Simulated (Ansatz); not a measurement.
# SnSe under changes of volume

One of the cells (26.676 Å³/atom); the others are scaled copies at fixed shape and fractional positions:

```xyz
8
Lattice="11.4200 0.0000 0.0000 0.0000 4.1900 0.0000 0.0000 0.0000 4.4600" Properties=species:S:1:pos:R:3 pbc="T T T"
Sn   10.0153    3.1425    4.0541
Sn    7.1147    1.0475    1.8241
Sn    4.3053    3.1425    2.6359
Sn    1.4047    1.0475    0.4059
Se    7.3431    3.1425    4.3886
Se    9.7869    1.0475    2.1586
Se    1.6331    3.1425    2.3014
Se    4.0769    1.0475    0.0714
```

- Program: Ansatz 0.2.0
- Functional: RPBE
- Potentials or basis: Ansatz PAW
- Cutoff: 420 eV (not typed: the program's choice for these potentials)
- k mesh: 3 × 6 × 6
- Occupations: fermi-dirac, width 0.05 eV
- Spin: no spin polarisation

```tsv
volume (Å³/atom)	energy over the lowest point (meV/atom)	pressure (GPa)	gap on the mesh (eV)	largest force (eV/Å)
25.076	?	?	?	?
25.609	60.38	6.7	0.57	0.615
26.143	40.33	5.3	0.58	0.476
26.676	24.68	4.1	0.58	0.350
27.210	12.98	3.0	0.60	0.240
27.743	4.87	1.9	0.62	0.162
28.277	0.00	1.0	0.63	0.150
```

Q: What does the run at 25.076 Å³/atom give?

A: Energy over the lowest point 85.29 meV/atom; pressure 8.3 GPa; gap on the mesh 0.57 eV; largest force 0.766 eV/Å.

Worked out: A Birch-Murnaghan fit of order 3 (a polynomial in V^(-2/3)) to the other rows has its minimum at 28.92 Å³/atom, just outside them, with B0 = V·E''(V) = 43 GPa and B' = 4.3 at fixed shape and positions, which overstates the stiffness. It gives 85.24 meV/atom at 25.076 Å³/atom, against the run's 85.29, and -dE/dV = 8.2 GPa, against 8.3. A parabola through the other rows of the gap, of slope 0.0683 eV per unit of ln V there, extrapolates to 0.57 eV, against the run's 0.57.

Energies are extrapolated to zero smearing.

Caveats: odd divisions of the mesh miss points on the zone boundary, where band edges often lie, so the gap on the mesh can be too wide; spin-orbit coupling is left out, which moves the levels of the heavy elements; the PAW data sets come from PBE, with cores solved anew for the run's functional, which leaves a small shift of forces and pressure; this functional lacks dispersion, which binds the layers, so the pressure and a relaxed spacing across them are unreliable (some runs).

A mesh can miss the band edges.
